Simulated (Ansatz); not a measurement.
# ZnS (F-43m) in Ansatz: settings compared

The runs below take ZnS through single point, relaxation of cell and atoms, with PBE, LDA.

Everything below comes from runs of Ansatz 0.2.0. Logs are shortened: lines on timing, memory, paths and dates and some standing lists are left out, and cuts for length are marked.

**The experiment to reproduce.**

“Electronic, vibrational, and thermodynamic properties of ZnS (zincblende and rocksalt structure)”, 2009, arxiv:0911.5022 quotes, for a bulk crystal of ZnS at 19 K: band gap 3.85 eV (direct).

The runs below are set against these values where they give the same quantity.

## Step 1: The structure

The structure is cubic, space group F-43m (No. 216). Conventional cell: a = 5.404 Å, b = 5.404 Å, c = 5.404 Å, α = 90.00°, β = 90.00°, γ = 90.00°. Zn (site symmetry -43m) is surrounded by 4 S at 2.34 Å. S (site symmetry -43m) has 4 Zn at 2.34 Å as nearest neighbours.

## Step 2: Single point, PBE

The input, input.yaml:

```yaml
crystal:
  lattice:
    - [0.0, 2.702, 2.702]
    - [2.702, 0.0, 2.702]
    - [2.702, 2.702, 0.0]
  atoms:
    - { symbol: Zn, position: [0.75, 0.75, 0.75] }
    - { symbol: S, position: [0.0, 0.0, 0.0] }
hamiltonian:
  xc: pbe
  pseudopotentials: { kind: paw }
kpoints:
  mp_grid: { grid: [9, 9, 9] }
scf:
  occupations: { method: gaussian, width: 0.011 }
output:
  forces: true
  stress: true
  eigenvalues: true
```

Potentials or basis: Ansatz PAW.

Command:

```console
$ ansatz run input.yaml --threads 2 --pin off --max-ram 5632MiB --backend cpu --events-out ev --progress --plain --runs-dir out
```

The log of the run:

```text
Warning: RAYON_NUM_THREADS=2 ignored (pool sized by the plan → 2); use --threads N
Engine: ansatz 0.2.0, aarch64-unknown-linux-gnu
Pseudopotentials: kind: paw
Pseudopotential: Zn, paw, valence charge 12, recommended cutoff 420 eV (normal), Zn.paw.azcp
Pseudopotential: S, paw, valence charge 6, recommended cutoff 420 eV (normal), S.paw.azcp
Functional definition: PBE
  parameter kappa = 0.804
  parameter beta = 0.06672455060314922
  exchange = pbe_x(kappa = kappa, mu = beta*pi^2/3)
  correlation = pbe_c(beta = beta)
Crystal: 2 atoms, lattice volume = 39.454 Å³
Basis set: ecut = 420 eV, 749 PW (Γ), exchange–correlation on 54×54×54 points (8 copies of the dense FFT grid, shifted against one another)
Bands: 13, of which v1, the nominal top of the filled ones, is band 9 counted from 1 (8 counted from 0)
Symmetry: 24 space group operations
Space group: F-43m (ITA 216), of the structure as read, at distance tolerance 3.4e-5 Å
k-points: 35 of 729 (time reversal used)
Non-local potential: Zn, projectors of the file, l = 0: 2, l = 1: 2, l = 2: 3, l = 3: 1
Non-local potential: S, projectors of the file, l = 0: 2, l = 1: 2, l = 2: 2
PAW form: soft (Blöchl's): semilocal exchange-correlation on the pseudo side does not see the compensation charge
PAW one-centre angular grid: Zn, 590 points (default); XC on 64 Gauss nodes
PAW one-centre angular grid: S, 110 points (default); XC on 64 Gauss nodes
Initial density: superposition of atomic densities (neutral atoms: chi_scale 0, normalization atom), corrected by the library's trained network
Initial wavefunctions: pseudopotential atomic-orbital guess
Functional: x = pbe(κ = 0.804, μ = 0.2195149727645171), c = pbe(β = 0.06672455060314922)
SCF iter   1: F=—  HF=-4222.729799 eV  |F-HF|=—  |Δ(HF+E_count)|=         —  Δρ=6.06e-4  dr2=1.91e-4  ethr=1.77e-3  ⟨swp⟩=5.9  Hψ=2786  notcnv=0
preconditioner: auto → none  [insulator: Δε(μ)=2.102 eV  Ē_g=12.202 eV  σ=0.011 eV  W_gap=1.00  n_scr=14 (ndim 8)  ℏωp=25.1 eV  f_vac=0.026  D(μ)=0.00/eV (n_scr^D=0)  ε∞_Penn≈5.2]
SCF iter   2: F=—  HF=-4222.730070 eV  |F-HF|=—  |Δ(HF+E_count)|=   2.71e-4  Δρ=5.28e-4  dr2=4.98e-5  ethr=1.06e-6  ⟨swp⟩=2.4  Hψ=1260  notcnv=0
SCF iter   3: F=—  HF=-4222.730086 eV  |F-HF|=—  |Δ(HF+E_count)|=   1.57e-5  Δρ=1.62e-4  dr2=7.48e-6  ethr=2.77e-7  ⟨swp⟩=2.0  Hψ=738  notcnv=0
SCF iter   4: F=—  HF=-4222.730094 eV  |F-HF|=—  |Δ(HF+E_count)|=   7.44e-6  Δρ=7.17e-5  dr2=9.60e-7  ethr=4.16e-8  ⟨swp⟩=2.0  Hψ=735  notcnv=0
SCF iter   5: F=—  HF=-4222.730097 eV  |F-HF|=—  |Δ(HF+E_count)|=   3.51e-6  Δρ=3.29e-5  dr2=2.75e-7  ethr=5.33e-9  ⟨swp⟩=2.0  Hψ=770  notcnv=0
SCF iter   6: F=-4222.730098 eV  HF=-4222.730098 eV  |F-HF|=7.91e-9  |Δ(HF+E_count)|=   4.88e-7  Δρ=3.54e-6  dr2=2.08e-9  ethr=5.56e-10  ⟨swp⟩=5.1  Hψ=2202  notcnv=0
SCF 1 converged in 6 iterations: F = -4222.730098 eV  dr2 = 2.08e-9
SCF converged after 6 iterations
Free energy (F): -4222.730098 eV
Harris-Foulkes:  -4222.730098 eV  (|F-HF|=7.91e-9)
Internal energy: -4222.730098 eV  (E = F + TS)
E sigma→0 (E₀):  -4222.730098 eV
Fermi energy:    6.841445 eV
--- Per-component energies (eV) ---
  E_band       = 5.104345
  E_kinetic    = 238.363499
  E_local      = -2040.908815  (includes V_loc(G=0)·N_el)
  E_nonlocal   = 642.720415
  E_hartree    = 853.402498
  E_xc         = -234.430179
  E_vxc        = -139.592009  (∫ρ·V_xc dr)
  E_paw        = -2428.497860  (= ΣΔE_a)
  E_vpaw       = -402.283819  (= ΣTr[D̂ρ^β])
  E_aug_tail   = -0.000361  (compensation charges beyond the density's cutoff)
  E_ewald      = -1253.379294
  E_smearing   = -0.000000  (= −TS)
  E_closure    = -0.000000  (closes the sum)
  Σ components = -4222.730098   (vs F -4222.730098, Δ=0.00e0)
--- Forces (eV/Å), atoms counted from 1 ---
  atom   1  Zn     0.00000000    -0.00000000    -0.00000000
  atom   2  S     -0.00000000     0.00000000     0.00000000
  max |Σ_I F_I| component: 5.55e-17 eV/Å
--- Stress (GPa, compression-positive) ---
        1.597808      -0.000000      -0.000000
        0.000000       1.597808       0.000000
       -0.000000       0.000000       1.597808
  P = ⅓ Tr σ = 1.5978 GPa (15.978 kbar)
--- Band table (eV; the first three rows and the last of 35) ---
  k-point 0: bands = ["-7.3563", "-0.5481", "-0.5481", "-0.5481", "-0.0477", "-0.0477", "5.7867", "5.7867", "5.7867", "7.8961", "12.1563", "12.1563", "12.1563"]
  k-point 1: bands = ["-7.2633", "-0.5479", "-0.5313", "-0.5313", "-0.0492", "-0.0492", "4.8556", "5.6682", "5.6682", "8.6013", "12.0637", "12.3614", "12.3614"]
  k-point 2: bands = ["-7.0125", "-0.5196", "-0.4916", "-0.4916", "-0.0481", "-0.0481", "3.3339", "5.3932", "5.3932", "9.2197", "12.4594", "12.7231", "12.7231"]
  k-point 34: bands = ["-6.1347", "-0.4182", "-0.2859", "-0.1236", "-0.0609", "0.3012", "1.2346", "2.8932", "3.4163", "11.3561", "11.6886", "13.2678", "14.7809"]
```

It took 1.2 s on 2 threads of Arm Neoverse V1, shared host; peak memory 0.3 GiB.

What came out:

```
Free energy            : -4222.7301 eV
Pressure               : 1.6 GPa
Band gap on the k mesh : 2.11 eV, direct
```

Levels at points of the mesh, in eV from the valence-band top:
```tsv
k point	band 6	band 7	band 8	band 9	band 10	band 11	band 12	band 13
(0.00, 0.00, 0.00)	-5.83	0.00	0.00	0.00	2.11	6.37	6.37	6.37
```

Caveat: odd divisions of the mesh miss points on the zone boundary, where band edges often lie, so the gap on the mesh can be too wide.

## Step 3: Relaxation of cell and atoms, PBE

input.yaml: that of step 2 with these lines changed.

```diff
@@ -14,3 +14,3 @@
 scf:
-  occupations: { method: gaussian, width: 0.011 }
+  occupations: { method: fermi_dirac, width: 0.05 }
 output:
@@ -18,2 +18,5 @@
   stress: true
-  eigenvalues: true
+relax:
+  f_tol: 0.01
+  max_steps: 40
+  cell: { stress_tol: 0.05 }
```

Potentials or basis: Ansatz PAW.

Command:

```console
$ ansatz run input.yaml --threads 2 --pin off --max-ram 5632MiB --backend cpu --events-out ev --progress --plain --runs-dir out
```

It took 4.1 s on 2 threads of Arm Neoverse V1, shared host; peak memory 0.31 GiB.

It converged, with:

```yaml
Free_energy: -4222.7344 eV
Relaxed_volume: 20.16 Å³/atom
Relaxed_cell: a = 3.849 Å, b = 3.849 Å, c = 3.849 Å, α = 60.00°, β = 60.00°, γ = 60.00°
Space_group_after_relaxing_to_0.05_Å: F-43m (No. 216)
Energy_gained_by_relaxing: 2.1 meV/atom
Ionic_steps: 4
Pressure_after_relaxing: 0.0 GPa
Band_gap_on_the_k_mesh: 2.02 eV
```

Step by step:
```tsv
step	energy change (eV)	largest force (eV/Å)	volume (Å³)
1	0.0000	0.0000	39.45
2	-0.0033	0.0000	39.94
3	-0.0039	0.0000	40.31
4	-0.0043	0.0000	40.31
```

Final structure:
```xyz
2
Lattice="0.0000 2.7215 2.7215 2.7215 0.0000 2.7215 2.7215 2.7215 0.0000" Properties=species:S:1:pos:R:3 pbc="T T T"
Zn    4.0822    4.0822    4.0822
S     0.0000    0.0000    0.0000
```

Caveat: odd divisions of the mesh miss points on the zone boundary, where band edges often lie, so the gap on the mesh can be too wide; the plane-wave basis is chosen anew once the cell has moved, so the energies of steps on either side of that aren't comparable.

## Step 4: Relaxation of cell and atoms, LDA

input.yaml: that of step 3 with these lines changed.

```diff
@@ -9,3 +9,3 @@
 hamiltonian:
-  xc: pbe
+  xc: lda
   pseudopotentials: { kind: paw }
@@ -18,2 +18,6 @@
   stress: true
+  write_density: true
+  write_potential: true
+  elf: true
+  volumetric_format: npy
 relax:
```

Command:

```console
$ ansatz run input.yaml --threads 2 --pin off --max-ram 5632MiB --backend cpu --events-out ev --progress --plain --runs-dir out
```

It took 5.5 s on 2 threads of Arm Neoverse V1, shared host; peak memory 0.31 GiB.

The run converged. Its results:

```yaml
Free_energy: -4117.4393 eV
Relaxed_volume: 18.58 Å³/atom
Relaxed_cell: a = 3.746 Å, b = 3.746 Å, c = 3.746 Å, α = 60.00°, β = 60.00°, γ = 60.00°
Space_group_after_relaxing_to_0.05_Å: F-43m (No. 216)
Energy_gained_by_relaxing: 17.3 meV/atom
Ionic_steps: 5
Pressure_after_relaxing: 0.0 GPa
Band_gap_on_the_k_mesh: 2.13 eV, direct
```

Step by step:
| step | energy change (eV) | largest force (eV/Å) | volume (Å³) |
| --- | --- | --- | --- |
| 1 | 0.0000 | 0.0000 | 39.45 |
| 2 | -0.0290 | 0.0000 | 38.08 |
| 3 | -0.0352 | 0.0000 | 37.05 |
| 4 | -0.0353 | 0.0000 | 37.15 |
| 5 | -0.0346 | 0.0000 | 37.15 |

Final structure:
```
CELL_PARAMETERS angstrom
0.00000 2.64847 2.64847
2.64847 0.00000 2.64847
2.64847 2.64847 0.00000
ATOMIC_POSITIONS crystal
Zn 0.75000 0.75000 0.75000
S 0.00000 0.00000 0.00000
```

Levels at points of the mesh, in eV from the valence-band top:
```csv
k point,band 5,band 6,band 7,band 8,band 9,band 10,band 11,band 12,band 13
"(0.00, 0.00, 0.00)",-6.19,-6.19,0.00,0.00,0.00,2.13,6.17,6.17,6.17
```

Caveat: odd divisions of the mesh miss points on the zone boundary, where band edges often lie, so the gap on the mesh can be too wide; the plane-wave basis is chosen anew once the cell has moved, so the energies of steps on either side of that aren't comparable; the PAW data sets come from PBE, with cores solved anew for the run's functional, which leaves a small shift of forces and pressure. LDA gaps usually lie below the measured ones, often by a third to a half.

## Step 5: Summary

```csv
task,level,cell,smearing,gap on the mesh (eV),pressure (GPa),relaxed volume (Å³/atom)
single point,PBE,as given,gaussian 0.011 eV,2.11,1.6,-
relaxation of cell and atoms,PBE,relaxed,fermi-dirac 0.05 eV,2.02,0.0,20.16
relaxation of cell and atoms,LDA,relaxed,fermi-dirac 0.05 eV,2.13,0.0,18.58
```

Alike in all rows: potentials or basis Ansatz PAW; no spin polarisation; k mesh 9 × 9 × 9; cutoff (eV) 420.

Caveats: odd divisions of the mesh miss points on the zone boundary, where band edges often lie, so the gap on the mesh can be too wide; the plane-wave basis is chosen anew once the cell has moved, so the energies of steps on either side of that aren't comparable (some runs); the PAW data sets come from PBE, with cores solved anew for the run's functional, which leaves a small shift of forces and pressure (some runs).

Absolute energies hang on the potentials; compare differences alone.

## Step 6: Against experiment

Step 2. Against the measured gap of ZnS, 3.85 eV (direct; 19 K; quoted in “Electronic, vibrational, and thermodynamic properties of ZnS (zincblende and rocksalt structure)”, 2009, arxiv:0911.5022), the calculated 2.11 eV is off by -1.74 eV. The value is that of PBE, without temperature or zero-point motion. Semilocal functionals fall short of measured gaps as a rule.
